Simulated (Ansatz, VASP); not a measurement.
One calculation of Sb, two programs

```
Sb
1.0
     4.06869    0.00000    0.00000
    -2.03434    3.52358    0.00000
     0.00000    0.00000   28.00000
Sb
2
Direct
  0.33333 0.66667 0.52946
  0.66667 0.33333 0.47054
```

The cell was built by a generator and needn't be a form met in nature.

Alike in both runs: functional PBE; dispersion D3(BJ); k mesh 9 × 9 × 1; occupations gaussian, width 0.02 eV; no spin polarisation.

Ansatz relaxed the structure, and its values are those at the end. VASP's run is a single point on that final structure, the one shown.

|  | VASP | Ansatz |
| --- | --- | --- |
| version | VASP 6.6.1 | Ansatz 0.2.0 |
| potentials or method | VASP PAW PBE potentials, release 64 (Sb) | scalar-relativistic, plane waves, PAW |
| plane-wave cutoff (eV) | 520 | 420 |
| valence electrons in the cell | 10 | 30 |

Ansatz gave:

| Quantity | Value |
| --- | --- |
| gap on the k mesh at the Fermi level (eV) | 1.18 |
| least direct gap on the mesh (eV) | 1.66 |
| rms of the force components (eV/Å) | 0.000 |

Q: What did VASP give for the same quantities?

A: gap on the k mesh at the Fermi level (eV): 1.19; least direct gap on the mesh (eV): 1.64; rms of the force components (eV/Å): 0.050.

The two sets of potentials don't hold the same shells in valence.

Caveats: spin-orbit coupling is left out, which moves the levels of the heavy elements. Expect the measured gap to be larger: semilocal functionals such as PBE lack the derivative discontinuity.
